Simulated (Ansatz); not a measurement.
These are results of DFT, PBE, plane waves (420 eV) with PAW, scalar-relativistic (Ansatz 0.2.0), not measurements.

An element in the fcc structure gives this curve. The cell is scaled uniformly from the relaxed one, with fractional coordinates and shape fixed. Energies are extrapolated to zero smearing, pressures are those at the given smearing. Magnetic state: spin not included.

```csv
V (Å³/atom),E − E₀ (meV/atom),P (GPa)
14.112,214.2,39.61
14.754,88.9,23.85
15.395,20.8,10.90
16.037,-0.1,0.28
16.678,17.7,-8.39
17.319,67.0,-15.46
17.961,141.8,-21.18
```

Q: Which element is it?
A. palladium
B. molybdenum
C. phosphorus
D. rhenium

A: B. Its fit is V₀ = 16.04 Å³/atom, B₀ = 239 GPa, B₀′ = 4.0.
